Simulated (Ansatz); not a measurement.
Kick test of a cell of MgH2

It was reached by relaxing an invented guess, and it needn't be the stable form of this composition.

Method: DFT PBE, scalar-relativistic, plane waves, PAW (Ansatz). Plane waves to 420 eV, a k mesh through Γ of 8×8×8 on the computed 6-atom cell and Gaussian smearing (0.02 eV); no spin polarisation.

The cell below (6 atoms, space group I4_1/amd (No. 141)) is relaxed within its symmetry.

```xyz
6
Lattice="-1.9042 1.9042 4.7323 1.9042 -1.9042 4.7323 1.9042 1.9042 -4.7323" Properties=species:S:1:pos:R:3 pbc="T T T"
Mg    0.0000    0.0000    0.0000
Mg    0.0000    1.9042    2.3661
H     0.0000    0.0000    7.4762
H     0.0000    1.9042    4.3545
H     0.0000    1.9042    0.3778
H     0.0000    0.0000    1.9884
```

For the test a repeat of it with 12 atoms (edges 5.39, 5.39, 5.44 Å) was strained at random (σ = 1.5 % a component), the atoms were moved at random (σ = 0.05 Å), and all was relaxed again on a coarse 4×4×4 mesh (in the run’s order of axes) with 0.10 eV smearing, with no symmetry imposed.

Problem. What happens?

Solution. It returns, within 1 meV/atom of the unmoved cell on that mesh and with the same symmetry when read at 0.1 Å (P1 at 0.01 Å, so small strains and shifts remain). No instability shows in this cell; modes of other wave vectors, which need another repeat, aren't tested.
